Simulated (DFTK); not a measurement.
MgO: single point with r2SCAN

The system is MgO.

```xyz
2
Lattice="0.0000 2.0970 2.0970 2.0970 0.0000 2.0970 2.0970 2.0970 0.0000" Properties=species:S:1:pos:R:3 pbc="T T T"
Mg    0.0000    0.0000    0.0000
O     2.0970    2.0970    2.0970
```

The cell is a database's computed one.

```
Program             : DFTK 0.8.2
Task                : single point
Functional          : r2SCAN
Potentials or basis : SG15 1.2 (PBE)
Cutoff              : 1225 eV
k mesh              : 2 × 2 × 2
Occupations         : fermi-dirac, width 0.05 eV
Spin                : no spin polarisation
```

* Pressure: 7.5 GPa
* Band gap on the k mesh: 5.41 eV, direct

Levels at points of the mesh, in eV from the valence-band top:
```
              k point  band 6  band 7  band 8  band 9  band 10  band 11
   (0.00, 0.00, 0.00)    0.00    0.00    0.00    5.41    16.58    16.58
  (-0.50, 0.00, 0.00)   -4.83   -0.72   -0.72    8.62    13.87    17.46
  (0.00, -0.50, 0.00)   -4.83   -0.72   -0.72    8.62    13.87    17.46
 (-0.50, -0.50, 0.00)   -4.26   -1.43   -1.43    9.69    10.90    14.38
  (0.00, 0.00, -0.50)   -4.83   -0.72   -0.72    8.62    13.87    17.46
 (-0.50, 0.00, -0.50)   -4.26   -1.43   -1.43    9.69    10.90    14.38
 (0.00, -0.50, -0.50)   -4.26   -1.43   -1.43    9.69    10.90    14.38
(-0.50, -0.50, -0.50)   -4.83   -0.72   -0.72    8.62    13.87    17.46
```

Run time: 32 s on 1 thread of AMD EPYC 9R45 96-Core Processor (Zen 5), on a shared host, peak memory 1.4 GiB.

Caveat: the k mesh is coarse (spacing up to 1.30 Å⁻¹), so the values aren't converged; the potentials were made for another functional, which shifts forces and pressure. r2SCAN opens gaps a little over a GGA but as a rule still falls short of measured ones.
